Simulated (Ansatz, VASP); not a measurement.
This is a calculation of TiTe2 for Ansatz 0.2.0.

Contents of input.yaml:

```yaml
crystal:
  lattice:
    - [3.7516502429, 0.0, 0.0]
    - [-1.8758251215, 3.2490244165, 0.0]
    - [0.0, 0.0, 6.4543879477]
  atoms:
    - { symbol: Te, position: [0.3333333333, 0.6666666667, 0.7372] }
    - { symbol: Te, position: [0.6666666667, 0.3333333333, 0.2628] }
    - { symbol: Ti, position: [0.0, 0.0, 0.0] }
hamiltonian:
  xc: pbesol
  pseudopotentials: { kind: paw }
kpoints:
  mp_grid: { grid: [8, 8, 4] }
scf:
  occupations: { method: fermi_dirac, width: 0.05 }
output:
  forces: true
  stress: true
  eigenvalues: true
```

Potentials or basis: Ansatz PAW.

Run with:

```bash
$ ansatz run input.yaml --threads 1 --pin off --max-ram 3584MiB --backend cpu --events-out ev --progress --plain --runs-dir out
```

Q: Translate it to VASP 6.6.1. Potentials there: VASP PAW PBE potentials, release 64 (Te, Ti_sv).

A: As run (the cutoff follows the program's own potentials):

File INCAR:

```
SYSTEM = TiTe2
PREC = Accurate
ENCUT = 520
EDIFF = 1E-7
ISMEAR = -1
SIGMA = 0.05
LREAL = .FALSE.
LASPH = .TRUE.
NELM = 80
ALGO = Normal
ISIF = 2
LWAVE = .FALSE.
LCHARG = .FALSE.
GGA = PS
NBANDS = 19
```

The input KPOINTS:

```
Automatic mesh
0
G
  8 8 4
  0 0 0
```

POSCAR

```
TiTe2
1.0
    3.7516502429      0.0000000000      0.0000000000
   -1.8758251215      3.2490244165      0.0000000000
    0.0000000000      0.0000000000      6.4543879477
Te Ti
2 1
Direct
    0.3333333333      0.6666666667      0.7372000000
    0.6666666667      0.3333333333      0.2628000000
    0.0000000000      0.0000000000      0.0000000000
```

Potentials or basis: VASP PAW PBE potentials, release 64 (Te, Ti_sv).

Launch:

```console
$ cat potpaw_PBE.64/Te/POTCAR potpaw_PBE.64/Ti_sv/POTCAR > POTCAR
$ mpirun -np 1 vasp_std > vasp.out
```

Both were run:

|  | VASP | Ansatz | Ansatz less VASP |
| --- | --- | --- | --- |
| gap on the k mesh at the Fermi level (eV) | none | none | - |
| pressure (GPa) | -1.0 | -1.0 | -0.05 |
| largest component of the traceless stress (GPa) | 0.50 | 0.49 | -0.009 |
| rms of the force components (eV/Å) | 0.029 | 0.021 | -0.0086 |

Atom by atom the forces differ by 0.009 eV/Å (rms over components). A gap of «none» marks a metal or a gap that the smearing closes. The two sets of potentials don't hold the same shells in valence.

Caveats: this functional lacks dispersion, which binds the layers, so the pressure and a relaxed spacing across them are unreliable; the PAW data sets were made with another functional, which shifts forces and pressure a little (VASP); the PAW data sets come from PBE, with cores solved anew for the run's functional, which leaves a small shift of forces and pressure (Ansatz). Spin-orbit coupling is left out, which matters for the levels of Te.
